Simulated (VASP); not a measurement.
# AgCl (Pm-3m) in VASP: further runs

The runs below take AgCl through single point, relaxation of cell and atoms, with PBE.

Everything below comes from runs of VASP 6.6.1. Logs are shortened: lines on timing, memory, paths and dates and some standing lists are left out, and cuts for length are marked.

## (1) The crystal as given

It takes space group Pm-3m (No. 221, cubic). Conventional cell: a = 3.431 Å, b = 3.431 Å, c = 3.431 Å, α = 90.00°, β = 90.00°, γ = 90.00°. Ag (site symmetry m-3m) has 8 Cl at 2.97 Å as nearest neighbours. Cl (site symmetry m-3m) has 8 Ag at 2.97 Å as nearest neighbours.

The cell was built by a generator and needn't be a form met in nature.

## (2) Single point, PBE

Input file INCAR:

```
PREC     = Accurate       # precision mode
ENCUT    = 520            # plane-wave cutoff, eV
EDIFF    = 1E-6           # SCF threshold, eV
ISMEAR   = -1             # smearing method
SIGMA    = 0.02           # smearing width, eV
LREAL    = F              # projectors in reciprocal space
LASPH    = T              # aspherical terms in the spheres
NELM     = 100            # most SCF steps
ALGO     = Normal         # electronic algorithm
ISIF     = 2              # what is computed and relaxed
LWAVE    = F              # write WAVECAR
LCHARG   = F              # write CHGCAR
GGA      = PE             # functional
NBANDS   = 16             # bands
```

Input file KPOINTS:

```
regular mesh
0
Gamma
  8 8 8
```

Input file POSCAR:

```
AgCl
1.0
    3.4308425132      0.0000000000      0.0000000000
    0.0000000000      3.4308425132      0.0000000000
    0.0000000000      0.0000000000      3.4308425132
Ag Cl
1 1
Direct
    0.0000000000      0.0000000000      0.0000000000
    0.5000000000      0.5000000000      0.5000000000
```

Potentials or basis: VASP PAW PBE potentials, release 64 (Ag, Cl).

Run with:

```
cat potpaw_PBE.64/Ag/POTCAR potpaw_PBE.64/Cl/POTCAR > POTCAR
mpirun -np 1 vasp_std > vasp.out
```

OUTCAR:

```text
PREC = Accurate
   ENCUT = 520
   EDIFF = 1E-6
   ISMEAR = -1
   LREAL = F
   LASPH = T
   NELM = 100
   ISIF = 2
   GGA = PE

 ion  position               nearest neighbor table
   1  0.000  0.000  0.000-   2 2.97   2 2.97   2 2.97   2 2.97   2 2.97   2 2.97   2 2.97   2 2.97

   2  0.500  0.500  0.500-   1 2.97   1 2.97   1 2.97   1 2.97   1 2.97   1 2.97   1 2.97   1 2.97

  LATTYP: Found a simple cubic cell.
 ALAT       =     3.4308425132

  Lattice vectors:

 A1 = (   3.4308425132,   0.0000000000,   0.0000000000)
 A2 = (   0.0000000000,   3.4308425132,   0.0000000000)
 A3 = (   0.0000000000,   0.0000000000,   3.4308425132)

Analysis of symmetry for initial positions (statically):
=====================================================================
 Subroutine PRICEL returns:
 Original cell was already a primitive cell.

 Routine SETGRP: Setting up the symmetry group for a
 simple cubic supercell.

 Subroutine GETGRP returns: Found 48 space group operations
 (whereof 48 operations were pure point group operations)
 out of a pool of 48 trial point group operations.

The static configuration has the point symmetry O_h .

Analysis of symmetry for dynamics (positions and initial velocities):
=====================================================================
 Subroutine PRICEL returns:
 Original cell was already a primitive cell.

 Routine SETGRP: Setting up the symmetry group for a
 simple cubic supercell.

 Subroutine GETGRP returns: Found 48 space group operations
 (whereof 48 operations were pure point group operations)
 out of a pool of 48 trial point group operations.

The dynamic configuration has the point symmetry O_h .

 Subroutine INISYM returns: Found 48 space group operations
 (whereof 48 operations are pure point group operations),
 and found     1 'primitive' translations

----------------------------------------------------------------------------------------

                                     Primitive cell

  volume of cell :      40.3834

  direct lattice vectors                    reciprocal lattice vectors
     3.430842513  0.000000000  0.000000000     0.291473595  0.000000000  0.000000000
     0.000000000  3.430842513  0.000000000     0.000000000  0.291473595  0.000000000
     0.000000000  0.000000000  3.430842513     0.000000000  0.000000000  0.291473595

  length of vectors
     3.430842513  3.430842513  3.430842513     0.291473595  0.291473595  0.291473595
[... 80 lines left out ...]
   NELM   =    100;   NELMIN=  2; NELMDL= -5     # of ELM steps
   EDIFF  = 0.1E-05   stopping-criterion for ELM
   LREAL  =      F    real-space projection
   EDIFFG = 0.1E-04   stopping-criterion for IOM
   NSW    =      0    number of steps for IOM
   IBRION =     -1    ionic relax: 0-MD 1-quasi-New 2-CG
   NFREE  =      0    steps in history (QN), initial steepest desc. (CG)
   ISIF   =      2    stress and relaxation
   ISYM   =      2    0-nonsym 1-usesym 2-fastsym
   POTIM  = 0.5000    time-step for ionic-motion
   TEBEG  =    0.0;   TEEND  =   0.0 temperature during run
   PSTRESS=    0.0 pullay stress
   NELECT =      18.0000    total number of electrons
   NUPDOWN=      -1.0000    fix difference up-down
   EMIN   =  10.00;   EMAX   =-10.00  energy-range for DOS
   EFERMI =   0.00;   METHOD = LEGACY
   ISMEAR =    -1;   SIGMA  =   0.02  broadening in eV -4-tet -1-fermi 0-gaus
   EFERMI_NEDOS =   21; number of points for ismear=-14 and -15
   IALGO  =     38    algorithm
   IMIX   =      4    mixing-type and parameters
     AMIX     =   0.40;   BMIX     =  1.00
     AMIX_MAG =   1.60;   BMIX_MAG =  1.00
  volume/ion in A,a.u.               =      20.19       136.26
  Fermi-wavevector in a.u.,A,eV,Ry     =   1.250542  2.363181 21.277537  1.563855
  Thomas-Fermi vector in A             =   2.384531
   LORBIT       =      0    0 simple, 1 ext, 2 COOP (PROOUT), +10 PAW based schemes
   GGA     = PE    functional components
   LHFCALC =     F    Hartree Fock is set to
   AEXX    =    0.0000 exact exchange contribution
   IVDW    =     0    specifies the selected vdW correction
   LEPSILON=     F    determine dielectric tensor
   LRPA    =     F    only Hartree local field effects (RPA)
 non-spin polarized calculation
  energy-cutoff  :      520.00
  volume of cell :       40.38
 maximum number of plane-waves:      1108
 NGX is ok and might be reduce to    28
   NGX = 13   NGY = 13   NGZ = 13

 number of electron      18.0000003 magnetization

 Free energy of the ion-electron system (eV)
  ---------------------------------------------------
  ext. energy  EPLUGINS =         0.00000000
  ---------------------------------------------------
  free energy    TOTEN  =        -5.12213287 eV

  energy without entropy =       -5.12213286  energy(sigma->0) =       -5.12213287

 E-fermi :   4.2249     XC(G=0): -10.3994

 val. band max:        3.9187238308   @ k =   0.5000   0.0000   0.0000
 cond. band min:       4.4934614900   @ k =   0.0000   0.0000   0.0000
 fundamental gap:      0.5747376592
 Fermi energy:         4.2249107336

 k-point     1 :       0.0000    0.0000    0.0000
  band No.  band energies     occupation
      1     -10.6669      2.00000
      2       1.1934      2.00000
      3       1.1934      2.00000
      4       2.1360      2.00000
      5       2.1360      2.00000
      6       2.1360      2.00000
[... 433 lines left out ...]
      3       0.3029      2.00000
      4       1.5187      2.00000
      5       1.6021      2.00000
      6       1.9669      2.00000
[... 8 lines left out ...]
     15      18.1863      0.00000
     16      19.1754      0.00000

 [... further k-points ...]

------------------------ aborting loop because EDIFF is reached ----------------------------------------

  FORCE on cell =-STRESS in cart. coord.  units (eV):
  Direction    XX          YY          ZZ          XY          YZ          ZX
  --------------------------------------------------------------------------------------
  -------------------------------------------------------------------------------------
  Total       -0.0309942     -0.0309942     -0.0309942     -0.0000000     -0.0000000     -0.0000000
  in kB       -1.2296685     -1.2296685     -1.2296685     -0.0000000     -0.0000000     -0.0000000
  external PRESSURE =      -1.2296685 kB  Pullay stress =       0.0000000 kB

 VOLUME and BASIS-vectors are now :
 -----------------------------------------------------------------------------
  energy-cutoff  :      520.00
  volume of cell :       40.38
      direct lattice vectors                 reciprocal lattice vectors
     3.430842513  0.000000000  0.000000000     0.291473595  0.000000000  0.000000000
     0.000000000  3.430842513  0.000000000     0.000000000  0.291473595  0.000000000
     0.000000000  0.000000000  3.430842513     0.000000000  0.000000000  0.291473595

 POSITION                                       TOTAL-FORCE (eV/Angst)
 -----------------------------------------------------------------------------------
      0.00000      0.00000      0.00000         0.000000      0.000000      0.000000
      1.71542      1.71542      1.71542         0.000000      0.000000      0.000000
 -----------------------------------------------------------------------------------
    total drift:                               -0.000000      0.000000      0.000000

  FREE ENERGIE OF THE ION-ELECTRON SYSTEM (eV)
  ---------------------------------------------------
  free  energy   TOTEN  =        -5.1221328678 eV

  energy  without entropy=       -5.1221328642  energy(sigma->0) =       -5.12213287
```

OSZICAR:

```text
N       E                     dE             d eps       ncg     rms          rms(c)
DAV:   1     0.977145362165E+02    0.97715E+02   -0.87013E+03  1160   0.102E+03
DAV:   2    -0.190680864108E+01   -0.99621E+02   -0.90668E+02  1408   0.221E+02
DAV:   3    -0.540077600466E+01   -0.34940E+01   -0.34860E+01  1344   0.433E+01
DAV:   4    -0.542320067953E+01   -0.22425E-01   -0.22423E-01  1472   0.377E+00
DAV:   5    -0.542346718630E+01   -0.26651E-03   -0.26650E-03  1392   0.406E-01    0.543E+00
DAV:   6    -0.513501114826E+01    0.28846E+00   -0.35748E-01  1344   0.850E+00    0.365E+00
DAV:   7    -0.512580784744E+01    0.92033E-02   -0.13773E-01  1264   0.248E+00    0.205E+00
DAV:   8    -0.512239677344E+01    0.34111E-02   -0.74044E-03  1264   0.865E-01    0.400E-01
DAV:   9    -0.512209109708E+01    0.30568E-03   -0.71353E-04  1440   0.402E-01    0.571E-02
DAV:  10    -0.512212495621E+01   -0.33859E-04   -0.13308E-04  1272   0.118E-01    0.462E-02
DAV:  11    -0.512213311316E+01   -0.81570E-05   -0.73074E-06  1272   0.228E-02    0.851E-03
DAV:  12    -0.512213286779E+01    0.24537E-06   -0.46994E-07   856   0.599E-03
   1 F= -.51221329E+01 E0= -.51221329E+01  d E =-.357312E-08
```

Wall time 10 s (1 thread of Intel Xeon Platinum 8488C (Sapphire Rapids), shared host); peak memory 0.16 GiB.

Results:

* Free energy: -5.1221 eV
* Pressure: -0.1 GPa
* Band gap on the k mesh: 0.57 eV, indirect (least direct gap 2.08 eV)

A k mesh can miss the band edges. PBE gaps usually lie below the measured ones, often by a third to a half.

## (3) Relaxation of cell and atoms, PBE

This run uses another cell than the first one, of 14.59 Å³/atom, 0.722 times its volume.

Input file INCAR:

```
ALGO = Normal ; EDIFF = 1E-6
EDIFFG = -0.005 ; ENCUT = 600
GGA = PE ; IBRION = 2
ISIF = 3 ; ISMEAR = -1
LASPH = True ; LCHARG = False
LREAL = False ; LWAVE = False
NELM = 100 ; NSW = 80
PREC = Accurate ; SIGMA = 0.02
```

Input file KPOINTS:

```
k-points
0
Gamma
  8 8 8
```

Input file POSCAR:

```
AgCl
1.0
    3.0784420276      0.0000000000      0.0000000000
    0.0000000000      3.0784420276      0.0000000000
    0.0000000000      0.0000000000      3.0784420276
Ag Cl
1 1
Direct
    0.0000000000      0.0000000000      0.0000000000
    0.5000000000      0.5000000000      0.5000000000
```

Potentials or basis: VASP PAW PBE potentials, release 64 (Ag, Cl).

Run with:

```
cat potpaw_PBE.64/Ag/POTCAR potpaw_PBE.64/Cl/POTCAR > POTCAR
mpirun -np 1 vasp_std > vasp.out
```

OUTCAR:

```text
EDIFF = 1E-6
   EDIFFG = -0.005
   ENCUT = 600
   GGA = PE
   IBRION = 2
   ISIF = 3
   ISMEAR = -1
   LASPH = True
   LREAL = False
   NELM = 100
   NSW = 80
   PREC = Accurate

 ion  position               nearest neighbor table
   1  0.000  0.000  0.000-   2 2.67   2 2.67   2 2.67   2 2.67   2 2.67   2 2.67   2 2.67   2 2.67

   2  0.500  0.500  0.500-   1 2.67   1 2.67   1 2.67   1 2.67   1 2.67   1 2.67   1 2.67   1 2.67

  LATTYP: Found a simple cubic cell.
 ALAT       =     3.0784420276

  Lattice vectors:

 A1 = (   3.0784420276,   0.0000000000,   0.0000000000)
 A2 = (   0.0000000000,   3.0784420276,   0.0000000000)
 A3 = (   0.0000000000,   0.0000000000,   3.0784420276)

Analysis of symmetry for initial positions (statically):
=====================================================================
 Subroutine PRICEL returns:
 Original cell was already a primitive cell.

 Routine SETGRP: Setting up the symmetry group for a
 simple cubic supercell.

 Subroutine GETGRP returns: Found 48 space group operations
 (whereof 48 operations were pure point group operations)
 out of a pool of 48 trial point group operations.

The static configuration has the point symmetry O_h .

Analysis of symmetry for dynamics (positions and initial velocities):
=====================================================================
 Subroutine PRICEL returns:
 Original cell was already a primitive cell.

 Routine SETGRP: Setting up the symmetry group for a
 simple cubic supercell.

 Subroutine GETGRP returns: Found 48 space group operations
 (whereof 48 operations were pure point group operations)
 out of a pool of 48 trial point group operations.

The dynamic configuration has the point symmetry O_h .

 Subroutine INISYM returns: Found 48 space group operations
 (whereof 48 operations are pure point group operations),
 and found     1 'primitive' translations

----------------------------------------------------------------------------------------

[... 143 lines left out ...]

------------------------ aborting loop because EDIFF is reached ----------------------------------------

  FORCE on cell =-STRESS in cart. coord.  units (eV):
  Direction    XX          YY          ZZ          XY          YZ          ZX
  --------------------------------------------------------------------------------------
  -------------------------------------------------------------------------------------
  Total        6.6302840      6.6302840      6.6302840     -0.0000000     -0.0000000      0.0000000
  in kB      364.1243950    364.1243950    364.1243950     -0.0000000     -0.0000000      0.0000000
  external PRESSURE =     364.1243950 kB  Pullay stress =       0.0000000 kB
[... 23 lines left out ...]
--------------------------------------- Ionic step        2  -------------------------------------------

 number of electron      17.9999998 magnetization

 E-fermi :   2.8387     XC(G=0):  -9.7714

 val. band max:        2.5342042420   @ k =   0.5000   0.0000   0.0000
 cond. band min:       3.1046070016   @ k =   0.0000   0.0000   0.0000
 fundamental gap:      0.5704027596
 Fermi energy:         2.8387147910

 k-point     1 :       0.0000    0.0000    0.0000
  band No.  band energies     occupation
      1     -11.3785      2.00000
      2       0.2200      2.00000
      3       0.2200      2.00000
      4       0.9455      2.00000
      5       0.9455      2.00000
      6       0.9455      2.00000
      7       1.3834      2.00000
      8       1.3834      2.00000
      9       1.3834      2.00000
     10       3.1046      0.00000
     11      12.0807      0.00000
     12      12.0807      0.00000
     13      15.3412      0.00000
[... 433 lines left out ...]
  FREE ENERGIE OF THE ION-ELECTRON SYSTEM (eV)
  ---------------------------------------------------
  free  energy   TOTEN  =        -5.1151475335 eV

  energy  without entropy=       -5.1151475303  energy(sigma->0) =       -5.11514753

[... ionic steps 4 to 19 ...]

--------------------------------------- Ionic step       20  -------------------------------------------

 number of electron      18.0000003 magnetization

------------------------ aborting loop because EDIFF is reached ----------------------------------------
[... 67 lines left out ...]
--------------------------------------- Ionic step       22  -------------------------------------------

 number of electron      18.0000003 magnetization

 Free energy of the ion-electron system (eV)
  ---------------------------------------------------
  ext. energy  EPLUGINS =         0.00000000
  ---------------------------------------------------
  free energy    TOTEN  =        -5.11620344 eV

  energy without entropy =       -5.11620344  energy(sigma->0) =       -5.11620344

 E-fermi :   4.2615     XC(G=0): -10.4146

 val. band max:        3.9549131099   @ k =   0.5000   0.0000   0.0000
 cond. band min:       4.5303737334   @ k =   0.0000   0.0000   0.0000
 fundamental gap:      0.5754606235
 Fermi energy:         4.2614913857

 k-point     1 :       0.0000    0.0000    0.0000
  band No.  band energies     occupation
      1     -10.6491      2.00000
      2       1.2179      2.00000
      3       1.2179      2.00000
      4       2.1662      2.00000
      5       2.1662      2.00000
      6       2.1662      2.00000
      7       2.4358      2.00000
      8       2.4358      2.00000
      9       2.4358      2.00000
     10       4.5304      0.00000
     11      13.3856      0.00000
     12      13.3856      0.00000
     13      17.6566      0.00000
[... 397 lines left out ...]
  FREE ENERGIE OF THE ION-ELECTRON SYSTEM (eV)
  ---------------------------------------------------
  free  energy   TOTEN  =        -5.1162034419 eV

  energy  without entropy=       -5.1162034384  energy(sigma->0) =       -5.11620344

 reached required accuracy - stopping structural energy minimisation
```

OSZICAR:

```text
N       E                     dE             d eps       ncg     rms          rms(c)
DAV:   1     0.115554051931E+03    0.11555E+03   -0.10311E+04   918   0.149E+03
DAV:   2    -0.400417972052E+00   -0.11595E+03   -0.10870E+03  1085   0.288E+02
DAV:   3    -0.449352190980E+01   -0.40931E+01   -0.40842E+01  1075   0.584E+01
[... 122 lines left out ...]
DAV:   2    -0.511622021663E+01    0.18490E-03   -0.49172E-04   910   0.290E-01    0.296E-02
DAV:   3    -0.511620722946E+01    0.12987E-04   -0.35743E-05   960   0.523E-02    0.209E-02
DAV:   4    -0.511620449786E+01    0.27316E-05   -0.11616E-06   680   0.126E-02    0.594E-03
DAV:   5    -0.511620349660E+01    0.10013E-05   -0.42697E-07   470   0.106E-02    0.130E-03
DAV:   6    -0.511620344194E+01    0.54656E-07   -0.11162E-07   455   0.430E-03
  22 F= -.51162034E+01 E0= -.51162034E+01  d E =-.378772E-04
```

CONTCAR:

```text
AgCl
   1.00000000000000
     3.4275486092419030    0.0000000000000000   -0.0000000000000000
    -0.0000000000000000    3.4275486092419034    0.0000000000000000
     0.0000000000000000    0.0000000000000000    3.4275486092419034
  Ag              Cl
     1     1
Direct
     0.0000000000000000    0.0000000000000000    0.0000000000000000
     0.5000000000000000    0.5000000000000000    0.5000000000000000

  0.00000000E+00  0.00000000E+00  0.00000000E+00
  0.00000000E+00  0.00000000E+00  0.00000000E+00
```

It took 69 s on 1 thread of Intel Xeon Platinum 8488C (Sapphire Rapids), shared host; peak memory 0.17 GiB.

Results:

```
Free energy                            : -5.1162 eV
Relaxed volume                         : 20.13 Å³/atom
Relaxed cell                           : a = 3.428 Å, b = 3.428 Å, c = 3.428 Å, α = 90.00°, β = 90.00°, γ = 90.00°
Space group after relaxing (to 0.05 Å) : Pm-3m (No. 221)
Energy gained by relaxing              : 450.2 meV/atom
Ionic steps                            : 22
Pressure after relaxing                : 0.0 GPa
Band gap on the k mesh                 : 0.58 eV, indirect (least direct gap 2.09 eV)
```

The path:
| step | energy change (eV) | largest force (eV/Å) | pressure (GPa) | volume (Å³) |
| --- | --- | --- | --- | --- |
| 1 | 0.0000 | 0.0000 | 36.41 | 29.17 |
| 2 | -0.8220 | 0.0000 | -4.24 | 45.53 |
| 3 | -0.8994 | 0.0000 | 0.67 | 39.76 |
| 4 | -0.9003 | 0.0000 | -0.17 | 40.43 |
| 5 | -0.9004 | 0.0000 | 0.11 | 40.18 |
| 6 | -0.9004 | 0.0000 | 0.13 | 40.18 |
| 7 | -0.9004 | 0.0000 | 0.13 | 40.18 |
| 8 | -0.9004 | 0.0000 | 0.13 | 40.18 |
| 9 | -0.9004 | 0.0000 | 0.12 | 40.18 |
| 10 | -0.9004 | 0.0000 | 0.13 | 40.18 |
| 11 | -0.9004 | 0.0000 | 0.13 | 40.18 |
| 12 | -0.9004 | 0.0000 | 0.13 | 40.18 |
| 13 | -0.9004 | 0.0000 | 0.13 | 40.18 |
| 14 | -0.9004 | 0.0000 | 0.13 | 40.18 |
| 15 | -0.9004 | 0.0000 | 0.13 | 40.18 |
| 16 | -0.9004 | 0.0000 | 0.13 | 40.18 |
| 17 | -0.9004 | 0.0000 | 0.13 | 40.18 |
| 18 | -0.9004 | 0.0000 | 0.14 | 40.19 |
| 19 | -0.9004 | 0.0000 | 0.11 | 40.19 |
| 20 | -0.9004 | 0.0000 | 0.10 | 40.20 |
| 21 | -0.9004 | 0.0000 | 0.06 | 40.22 |
| 22 | -0.9004 | 0.0000 | 0.02 | 40.27 |

Final structure:
```
Ag Cl
1.0
     3.42755    0.00000    0.00000
     0.00000    3.42755    0.00000
     0.00000    0.00000    3.42755
Ag Cl
1 1
Cartesian
  0.0000 0.0000 0.0000
  1.7138 1.7138 1.7138
```

Caveat: the volume moved by over 15 % at a fixed basis, so the end points are rough. PBE gaps usually lie below the measured ones, often by a third to a half.

[end of part 1 of 2]
